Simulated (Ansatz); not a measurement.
# Bi2Se3 (Paraguanajuatite) under changes of volume

One of the cells (28.378 Å³/atom); the others are scaled copies at fixed shape and fractional positions:

```
CELL_PARAMETERS angstrom
2.07150 1.19598 9.54533
-2.07150 1.19598 9.54533
0.00000 -2.39196 9.54533
ATOMIC_POSITIONS crystal
Bi 0.59920 0.59920 0.59920
Bi 0.40080 0.40080 0.40080
Se 0.78830 0.78830 0.78830
Se 0.21170 0.21170 0.21170
Se 0.00000 0.00000 0.00000
```

| Item | Value |
| --- | --- |
| Program | Ansatz 0.2.0 |
| Functional | LDA |
| Potentials or basis | Ansatz PAW |
| Cutoff | 420 eV (not typed: the program's choice for these potentials) |
| k mesh | 8 × 8 × 8 |
| Occupations | fermi-dirac, width 0.05 eV |
| Spin | no spin polarisation |

```csv
volume (Å³/atom),energy over the lowest point (meV/atom),pressure (GPa),gap on the mesh (eV),largest force (eV/Å)
26.675,6.36,2.5,0.04,0.495
27.243,0.52,0.9,0.06,0.313
27.810,0.00,-0.5,0.08,0.178
28.378,4.22,-1.8,0.09,0.118
28.946,12.68,-2.9,0.11,0.158
29.513,?,?,?,?
30.081,40.56,-4.9,0.14,0.419
```

Problem. What does the run at 29.513 Å³/atom give?

Solution. Energy over the lowest point 24.93 meV/atom; pressure -4.0 GPa; gap on the mesh 0.12 eV; largest force 0.293 eV/Å.

Worked out: A Birch-Murnaghan fit of order 3 (a polynomial in V^(-2/3)) to the other rows has its minimum at 27.58 Å³/atom with B0 = V·E''(V) = 68 GPa and B' = 4.5 at fixed shape and positions, which overstates the stiffness. It gives 24.92 meV/atom at 29.513 Å³/atom, against the run's 24.93, and -dE/dV = -4.0 GPa, against -4.0.

Energies are extrapolated to zero smearing.

Caveats: spin-orbit coupling is left out, which as a rule narrows the gap of such compounds by several tenths of an eV; the PAW data sets come from PBE, with cores solved anew for the run's functional, which leaves a small shift of forces and pressure.

A mesh can miss the band edges.
